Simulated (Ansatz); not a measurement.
# TiSi₂: the change of pressure with volume per atom

Periodic Kohn-Sham DFT of a crystal at fixed atoms; pressure and stress are positive in compression; the energy is the free energy less that of spherical unpolarised free atoms; site moments are those in the method's own spheres, positive along +z. The results are calculated, by Ansatz 0.2.0.

Cell of the first row (space group Fddd, No. 70):
```
TiSi2
1.0
      0.0000     4.0339     4.1745
      2.3378     0.0000     4.1745
      2.3378     4.0339     0.0000
Ti Si
2 4
Direct
  0.75000 0.75000 0.75000
  0.50000 0.50000 0.50000
  0.08300 0.41700 0.08300
  0.41700 0.08300 0.41700
  0.16700 0.83300 0.16700
  0.83300 0.16700 0.83300
```

Settings of every row: method frozen-core PAW; functional PBE; relativity scalar; k mesh 8x8x8; filling fermi-dirac; smearing width 0.08 eV; wave cutoff 420 eV; paw set soft_2.

Atom start moment: 0 on all atoms.

```
row  volume per atom (Å³)  pressure (GPa)
  1                13.123          13.109
  2                13.402           9.131
  3                13.681           5.548
  4                13.821           3.893
  5                 13.96           2.321
  6                  14.1               ?
  7                14.239          -0.586
  8                14.519          -3.204
  9                14.798           -5.56
```

Question: what pressure should row 6 give?

Worked fit of pressure. Take u = (V_r/V)^(2/3) − 1 with V_r = 13.89 Å³ an atom, which is twice the finite (Eulerian) strain; such expansions in the strain, on which the Birch-Murnaghan equation of state is built, carry the rest volume and the bulk modulus. The shown rows have u = 0.03859, 0.02413, 0.01016, 0.00333, -0.00335, -0.01641, -0.02909, -0.04134. Least squares give pressure = 3.1007 + 234.634 × u + 624.8 × u² + 400 × u³ GPa; a parabola predicts inner rows, each left out in turn, worse (root mean square 0.0068 against 0.0035 GPa). The rows lie off it by 0.000, -0.001, -0.001, 0.004, -0.001, -0.003, 0.002, 0.000. The pressure vanishes at u = -0.0137, or V = 14.18 Å³ an atom, and there the bulk modulus at fixed shape and fractions is B = −V dP/dV = (2/3)(1 + u) dP/du = 143 GPa. Letting shape and atoms relax would as a rule lower it, by much in layered, chain or molecular crystals. The withheld row has u = -0.00995, so the fit gives 3.1007 + 234.634 × (-0.00995) + 624.8 × (-0.00995)² + 400 × (-0.00995)³ = 0.828 GPa.

The calculation gave 0.83 GPa. The fit lies 0.002 GPa (0.011 % of the column's range) below it; its largest miss of a shown row is 0.004 GPa.
